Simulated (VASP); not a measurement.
# CdS (Fm-3m) in VASP: a series of runs

Runs on CdS. Level: PBEsol. Tasks: dielectric tensor.

Program: VASP 6.6.1. These are calculated values, not measurements. Logs are shortened: lines on timing, memory, paths and dates and some standing lists are left out, and cuts for length are marked.

**1. The crystal as given**

It takes space group Fm-3m (No. 225, cubic). Conventional cell: a = 5.506 Å, b = 5.506 Å, c = 5.506 Å, α = 90.00°, β = 90.00°, γ = 90.00°. Around Cd (site symmetry m-3m) lie 6 S at 2.75 Å. Around S (site symmetry m-3m) lie 6 Cd at 2.75 Å.

Measurements of this composition are mostly on another form, of space group No. 186.

**2. Dielectric tensor, PBEsol**

File INCAR:

```
PREC = Accurate
ENCUT = 350
EDIFF = 1E-5
ISMEAR = 0
SIGMA = 0.01
LREAL = F
LASPH = T
NELM = 100
ALGO = Normal
ISIF = 2
LWAVE = F
LCHARG = F
GGA = PS
LEPSILON = T
```

File KPOINTS:

```
regular mesh
0
Gamma
  8 8 8
```

File POSCAR:

```
CdS
1.0
    0.0000000000      2.7532440000      2.7532440000
    2.7532440000      0.0000000000      2.7532440000
    2.7532440000      2.7532440000      0.0000000000
Cd S
1 1
Direct
    0.0000000000      0.0000000000      0.0000000000
    0.5000000000      0.5000000000      0.5000000000
```

Potentials or basis: VASP PAW PBE potentials, release 64 (Cd, S).

Run with:

```sh
$ cat potpaw_PBE.64/Cd/POTCAR potpaw_PBE.64/S/POTCAR > POTCAR
$ mpirun -np 1 vasp_std > vasp.out
```

OUTCAR:

```text
PREC = Accurate
   ENCUT = 350
   EDIFF = 1E-5
   ISMEAR = 0
   LREAL = F
   LASPH = T
   NELM = 100
   ISIF = 2
   GGA = PS
   LEPSILON = T

 Found     29 irreducible k-points:

 Following reciprocal coordinates:
            Coordinates               Weight
  0.000000  0.000000  0.000000      1.000000
  0.125000  0.000000  0.000000      8.000000
  0.250000  0.000000  0.000000      8.000000
  0.375000  0.000000  0.000000      8.000000
  0.500000  0.000000  0.000000      4.000000
  0.125000  0.125000  0.000000      6.000000
   k-points           NKPTS =     29   k-points in BZ     NKDIM =     29   number of bands    NBANDS=     13
   number of dos      NEDOS =    301   number of ions     NIONS =      2
   total plane-waves  NPLWV =  13824
   dimension x,y,z NGX =    24 NGY =   24 NGZ =   24
   dimension x,y,z NGXF=    48 NGYF=   48 NGZF=   48
   ions per type =               1   1
   NGX,Y,Z   is equivalent  to a cutoff of  10.25, 10.25, 10.25 a.u.
   NGXF,Y,Z  is equivalent  to a cutoff of  20.49, 20.49, 20.49 a.u.
 SYSTEM =  unknown system
   PREC   = accura    normal or accurate (medium, high low for compatibility)
   ISTART =      0    job   : 0-new  1-cont  2-samecut
   ICHARG =      2    charge: 1-file 2-atom 10-const
   ISPIN  =      1    spin polarized calculation?
   LNONCOLLINEAR =      F non collinear calculations
   LSORBIT =      F    spin-orbit coupling
   LASPH  =      T    aspherical Exc in radial PAW
   ENCUT  =  350.0 eV  25.72 Ry    5.07 a.u.   5.94  5.94  5.94*2*pi/ulx,y,z
   NELM   =    100;   NELMIN=  2; NELMDL= -5     # of ELM steps
   EDIFF  = 0.1E-04   stopping-criterion for ELM
   LREAL  =      F    real-space projection
   EDIFFG = 0.1E-03   stopping-criterion for IOM
   NSW    =      0    number of steps for IOM
   IBRION =     -1    ionic relax: 0-MD 1-quasi-New 2-CG
   NFREE  =      0    steps in history (QN), initial steepest desc. (CG)
   ISIF   =      2    stress and relaxation
   ISYM   =      2    0-nonsym 1-usesym 2-fastsym
   POTIM  = 0.5000    time-step for ionic-motion
   TEBEG  =    0.0;   TEEND  =   0.0 temperature during run
   PSTRESS=    0.0 pullay stress
   NELECT =      18.0000    total number of electrons
   NUPDOWN=      -1.0000    fix difference up-down
   EMIN   =  10.00;   EMAX   =-10.00  energy-range for DOS
   EFERMI =   0.00;   METHOD = LEGACY
   ISMEAR =     0;   SIGMA  =   0.01  broadening in eV -4-tet -1-fermi 0-gaus
   EFERMI_NEDOS =   21; number of points for ismear=-14 and -15
   IALGO  =     38    algorithm
   IMIX   =      4    mixing-type and parameters
     AMIX     =   0.40;   BMIX     =  1.00
     AMIX_MAG =   1.60;   BMIX_MAG =  1.00
  volume/ion in A,a.u.               =      20.87       140.84
  Fermi-wavevector in a.u.,A,eV,Ry     =   1.236833  2.337275 20.813583  1.529755
  Thomas-Fermi vector in A             =   2.371425
   LORBIT       =      0    0 simple, 1 ext, 2 COOP (PROOUT), +10 PAW based schemes
   GGA     = PS    functional components
   LHFCALC =     F    Hartree Fock is set to
   AEXX    =    0.0000 exact exchange contribution
   IVDW    =     0    specifies the selected vdW correction
   LEPSILON=     T    determine dielectric tensor
   LRPA    =     F    only Hartree local field effects (RPA)
 non-spin polarized calculation
 Gauss-broadening in eV      SIGMA  =   0.01
  energy-cutoff  :      350.00
  volume of cell :       41.74
 maximum number of plane-waves:       636
   NGX = 11   NGY = 11   NGZ = 11

--------------------------------------- Ionic step        1  -------------------------------------------

 number of electron      18.0000013 magnetization

 E-fermi :   2.6669     XC(G=0): -10.5089

 val. band max:        2.6204075491   @ k =   0.5000   0.0000   0.0000
 cond. band min:       2.7453366548   @ k =   0.5000   0.5000   0.0000
 fundamental gap:      0.1249291058
 Fermi energy:         2.6668959625

 k-point     1 :       0.0000    0.0000    0.0000
  band No.  band energies     occupation
      1     -10.0659      2.00000
      2      -4.9266      2.00000
      3      -4.9266      2.00000
      4      -4.9242      2.00000
      5      -4.9242      2.00000
      6      -4.9242      2.00000
      7       1.9082      2.00000
      8       1.9082      2.00000
      9       1.9082      2.00000
     10       3.3186      0.00000
     11      11.7687      0.00000
     12      11.7687      0.00000
     13      11.7687      0.00000

 k-point     2 :       0.1250    0.0000    0.0000
  band No.  band energies     occupation
      1      -9.9346      2.00000
      2      -4.9719      2.00000
      3      -4.9719      2.00000
      4      -4.9386      2.00000
      5      -4.8963      2.00000
      6      -4.8963      2.00000
      7       0.7161      2.00000
      8       2.0012      2.00000
      9       2.0012      2.00000
     10       4.4990      0.00000
     11      10.5226      0.00000
     12      11.4110      0.00000
     13      11.4110      0.00000

 k-point     3 :       0.2500    0.0000    0.0000
  band No.  band energies     occupation
      1      -9.5829      2.00000
      2      -5.0775      2.00000
      3      -5.0775      2.00000
      4      -4.9932      2.00000
      5      -4.8263      2.00000
      6      -4.8263      2.00000
      7      -0.7613      2.00000
      8       2.2380      2.00000
      9       2.2380      2.00000
     10       5.7624      0.00000
     11       9.3140      0.00000
     12       9.9754      0.00000
     13       9.9754      0.00000

 k-point     4 :       0.3750    0.0000    0.0000
  band No.  band energies     occupation
      1      -9.1611      2.00000
      2      -5.1789      2.00000
      3      -5.1789      2.00000
      4      -5.1006      2.00000
      5      -4.7551      2.00000
      6      -4.7551      2.00000
      7      -1.8189      2.00000
      8       2.5005      2.00000
      9       2.5005      2.00000
     10       6.0775      0.00000
     11       8.8452      0.00000
     12       8.8452      0.00000
     13       9.1037      0.00000

 k-point     5 :       0.5000    0.0000    0.0000
  band No.  band energies     occupation
      1      -8.9551      2.00000
      2      -5.2196      2.00000
      3      -5.2196      2.00000
      4      -5.1757      2.00000
      5      -4.7251      2.00000
      6      -4.7251      2.00000
      7      -2.2000      2.00000
      8       2.6204      2.00000
      9       2.6204      2.00000
     10       5.9890      0.00000
     11       8.4274      0.00000
     12       8.4274      0.00000
     13       9.2072      0.00000

 k-point     6 :       0.1250    0.1250    0.0000
  band No.  band energies     occupation
      1      -9.8974      2.00000
      2      -5.0202      2.00000
      3      -4.9467      2.00000
      4      -4.9112      2.00000
      5      -4.8961      2.00000
      6      -4.8961      2.00000
      7       0.8638      2.00000
      8       1.7265      2.00000
      9       1.7265      2.00000
     10       4.9139      0.00000
     11      10.4616      0.00000
     12      10.6706      0.00000
     13      11.4848      0.00000

 [... further k-points ...]

  FORCE on cell =-STRESS in cart. coord.  units (eV):
  Direction    XX          YY          ZZ          XY          YZ          ZX
  --------------------------------------------------------------------------------------
  -------------------------------------------------------------------------------------
  Total       -1.1571836     -1.1571836     -1.1571836      0.0000000      0.0000000      0.0000000
  in kB      -44.4169534    -44.4169534    -44.4169534      0.0000000      0.0000000      0.0000000
  external PRESSURE =     -44.4169534 kB  Pullay stress =       0.0000000 kB

 VOLUME and BASIS-vectors are now :
 -----------------------------------------------------------------------------
  energy-cutoff  :      350.00
  volume of cell :       41.74
      direct lattice vectors                 reciprocal lattice vectors
     0.000000000  2.753244000  2.753244000    -0.181603955  0.181603955  0.181603955
     2.753244000  0.000000000  2.753244000     0.181603955 -0.181603955  0.181603955
     2.753244000  2.753244000  0.000000000     0.181603955  0.181603955 -0.181603955

 POSITION                                       TOTAL-FORCE (eV/Angst)
 -----------------------------------------------------------------------------------
      0.00000      0.00000      0.00000         0.000000      0.000000     -0.000000
      2.75324      2.75324      2.75324        -0.000000      0.000000      0.000000
 -----------------------------------------------------------------------------------
    total drift:                                0.000000     -0.000000     -0.000000

  FREE ENERGIE OF THE ION-ELECTRON SYSTEM (eV)
  ---------------------------------------------------
  free  energy   TOTEN  =        -6.6162025886 eV

  energy  without entropy=       -6.6162025886  energy(sigma->0) =       -6.61620259

 HEAD OF MICROSCOPIC STATIC DIELECTRIC TENSOR (INDEPENDENT PARTICLE, excluding Hartree and local field effects)
 ------------------------------------------------------
          10.598786    -0.000000    -0.000000
           0.000000    10.598786    -0.000000
           0.000000     0.000000    10.598786
 ------------------------------------------------------

 Free energy of the ion-electron system (eV)
  ---------------------------------------------------
  ---------------------------------------------------
  free energy    TOTEN  =        -1.10912054 eV

  energy without entropy =       -1.10912054

------------------------ aborting loop because EDIFF is reached ----------------------------------------

--------------------------------------- Ionic step        2  -------------------------------------------

------------------------ aborting loop because EDIFF is reached ----------------------------------------

--------------------------------------- Ionic step        3  -------------------------------------------

 Free energy of the ion-electron system (eV)
  ---------------------------------------------------
  ---------------------------------------------------
  free energy    TOTEN  =        -1.10912069 eV

  energy without entropy =       -1.10912069

------------------------ aborting loop because EDIFF is reached ----------------------------------------

 PIEZOELECTRIC TENSOR FIELD DIRECTION 3  (e Angst)
 -----------------------------------------------------------------------------
     0.00031  0.00000  0.00000           ( -0.00000  0.00000  0.00000)
     0.00000  0.00031  0.00000           (  0.00000 -0.00000 -0.00000)
     0.00000 -0.00000 -0.00300           (  0.00000 -0.00000  0.00002)

 PIEZOELECTRIC TENSOR FIELD DIRECTION 3  (C/m^2)
 -----------------------------------------------------------------------------
     0.00012  0.00000  0.00000
     0.00000  0.00012  0.00000
     0.00000 -0.00000 -0.00115

 MACROSCOPIC STATIC DIELECTRIC TENSOR (including local field effects in DFT)
 ------------------------------------------------------
          10.162543     0.000000     0.000000
           0.000000    10.162543     0.000000
           0.000000    -0.000000    10.162543
 ------------------------------------------------------

 PIEZOELECTRIC TENSOR (including local field effects)  for field in x, y, z        (e  Angst)
          XX          YY          ZZ          XY          YZ          ZX
  --------------------------------------------------------------------------------
  x     0.00000     0.00000     0.00000     0.00000     0.00000     0.00000
  y     0.00000     0.00000     0.00000     0.00000     0.00000     0.00000
  z     0.00000     0.00000     0.00000     0.00000     0.00000     0.00000

 PIEZOELECTRIC TENSOR (including local field effects)  for field in x, y, z        (C/m^2)
          XX          YY          ZZ          XY          YZ          ZX
  --------------------------------------------------------------------------------
  x     0.00000     0.00000     0.00000     0.00000     0.00000     0.00000
  y     0.00000     0.00000     0.00000     0.00000     0.00000     0.00000
  z     0.00000     0.00000     0.00000     0.00000     0.00000     0.00000

 BORN EFFECTIVE CHARGES (including local field effects) (in |e|, cummulative output)
 ---------------------------------------------------------------------------------
 ion    1
    1     3.05214    -0.00000     0.00000
    2     0.00000     3.05214     0.00000
    3     0.00000     0.00000     3.05214
 ion    2
    1    -3.05214     0.00000    -0.00000
    2    -0.00000    -3.05214    -0.00000
    3     0.00000    -0.00000    -3.05214
```

It took 38 s on 1 thread of AMD EPYC 9R45 (Zen 5), shared host; peak memory 0.15 GiB.

The run converged, but some of its settings lie outside the range that counts as converged, so its numbers aren't taken as properties of the crystal.

What came out:

```yaml
Band_gap_on_the_k_mesh: 0.12 eV, indirect (least direct gap 1.41 eV)
Electronic_dielectric_tensor_diagonal: 10.16
Born_charges_mean_of_the_diagonal: Cd +3.05; S -3.05 e
```

Caveat: the gap is small at this level, which inflates the dielectric constant; the PAW data sets were made with another functional, which shifts forces and pressure a little.

**3. Dielectric tensor, PBEsol**

INCAR: that of step 2 with these lines changed.

```diff
@@ -2,3 +2,3 @@
 ENCUT = 350
-EDIFF = 1E-5
+EDIFF = 1E-7
 ISMEAR = 0
```

KPOINTS is that of step 2.

POSCAR is that of step 2.

Potentials or basis: VASP PAW PBE potentials, release 64 (Cd, S).

Run with:

```sh
$ cat potpaw_PBE.64/Cd/POTCAR potpaw_PBE.64/S/POTCAR > POTCAR
$ mpirun -np 1 vasp_std > vasp.out
```

OUTCAR:

```text
PREC = Accurate
   ENCUT = 350
   EDIFF = 1E-7
   ISMEAR = 0
   LREAL = F
   LASPH = T
   NELM = 100
   ISIF = 2
   GGA = PS
   LEPSILON = T

 Found     29 irreducible k-points:

 Following reciprocal coordinates:
            Coordinates               Weight
  0.000000  0.000000  0.000000      1.000000
  0.125000  0.000000  0.000000      8.000000
  0.250000  0.000000  0.000000      8.000000
  0.375000  0.000000  0.000000      8.000000
  0.500000  0.000000  0.000000      4.000000
  0.125000  0.125000  0.000000      6.000000
   k-points           NKPTS =     29   k-points in BZ     NKDIM =     29   number of bands    NBANDS=     13
   number of dos      NEDOS =    301   number of ions     NIONS =      2
   total plane-waves  NPLWV =  13824
   dimension x,y,z NGX =    24 NGY =   24 NGZ =   24
   dimension x,y,z NGXF=    48 NGYF=   48 NGZF=   48
   ions per type =               1   1
   NGX,Y,Z   is equivalent  to a cutoff of  10.25, 10.25, 10.25 a.u.
   NGXF,Y,Z  is equivalent  to a cutoff of  20.49, 20.49, 20.49 a.u.
 SYSTEM =  unknown system
   PREC   = accura    normal or accurate (medium, high low for compatibility)
   ISTART =      0    job   : 0-new  1-cont  2-samecut
   ICHARG =      2    charge: 1-file 2-atom 10-const
   ISPIN  =      1    spin polarized calculation?
   LNONCOLLINEAR =      F non collinear calculations
   LSORBIT =      F    spin-orbit coupling
   LASPH  =      T    aspherical Exc in radial PAW
   ENCUT  =  350.0 eV  25.72 Ry    5.07 a.u.   5.94  5.94  5.94*2*pi/ulx,y,z
[... 206 lines left out ...]

  energy without entropy =       -1.10897001

------------------------ aborting loop because EDIFF is reached ----------------------------------------

 PIEZOELECTRIC TENSOR FIELD DIRECTION 3  (e Angst)
 -----------------------------------------------------------------------------
     0.00030  0.00000  0.00000           ( -0.00000  0.00000  0.00000)
     0.00000  0.00030  0.00000           (  0.00000 -0.00000 -0.00000)
     0.00000 -0.00000 -0.00303           (  0.00000 -0.00000  0.00002)

 PIEZOELECTRIC TENSOR FIELD DIRECTION 3  (C/m^2)
 -----------------------------------------------------------------------------
     0.00012  0.00000  0.00000
     0.00000  0.00012  0.00000
     0.00000 -0.00000 -0.00116

 MACROSCOPIC STATIC DIELECTRIC TENSOR (including local field effects in DFT)
 ------------------------------------------------------
          10.161279     0.000000    -0.000000
           0.000000    10.161279    -0.000000
          -0.000000     0.000000    10.161279
 ------------------------------------------------------

 PIEZOELECTRIC TENSOR (including local field effects)  for field in x, y, z        (e  Angst)
          XX          YY          ZZ          XY          YZ          ZX
  --------------------------------------------------------------------------------
  x     0.00000     0.00000     0.00000     0.00000     0.00000     0.00000
  y     0.00000     0.00000     0.00000     0.00000     0.00000     0.00000
  z     0.00000     0.00000     0.00000     0.00000     0.00000     0.00000

 PIEZOELECTRIC TENSOR (including local field effects)  for field in x, y, z        (C/m^2)
          XX          YY          ZZ          XY          YZ          ZX
  --------------------------------------------------------------------------------
  x     0.00000     0.00000     0.00000     0.00000     0.00000     0.00000
  y     0.00000     0.00000     0.00000     0.00000     0.00000     0.00000
  z     0.00000     0.00000     0.00000     0.00000     0.00000     0.00000

 BORN EFFECTIVE CHARGES (including local field effects) (in |e|, cummulative output)
 ---------------------------------------------------------------------------------
 ion    1
    1     3.05140     0.00000     0.00000
    2    -0.00000     3.05140     0.00000
    3     0.00000    -0.00000     3.05140
 ion    2
    1    -3.05140    -0.00000    -0.00000
    2     0.00000    -3.05140    -0.00000
    3    -0.00000     0.00000    -3.05140
```

stdout:

```text
POSCAR found type information on POSCAR CdS
 POSCAR found :  2 types and       2 ions
 scaLAPACK will be used
 -----------------------------------------------------------------------------
|                                                                             |
|                                                                             |
|     You enforced a specific xc type in the INCAR file but a different       |
[... 28 lines left out ...]
  Direction:   1
 dielectric tensor                  component  1 :    10.161     3.645     0.895
 Linear response to external field, progress :
  Direction:   2
 dielectric tensor                  component  2 :     3.669    10.161    -0.199
 Linear response to external field, progress :
  Direction:   3
 dielectric tensor                  component  3 :     0.864     2.522    10.161
 Born effective charges drift removed
```

Wall time 48 s (1 thread of AMD EPYC 9R45 (Zen 5), shared host); peak memory 0.15 GiB.

These settings aren't checked as converged: the numbers below hold their error.

Results:

```
Band gap on the k mesh                  : 0.13 eV, indirect (least direct gap 1.41 eV)
Electronic dielectric tensor (diagonal) : 10.16
Born charges (mean of the diagonal)     : Cd +3.05; S -3.05 e
```

Caveat: the gap is small at this level, which inflates the dielectric constant; the PAW data sets were made with another functional, which shifts forces and pressure a little.
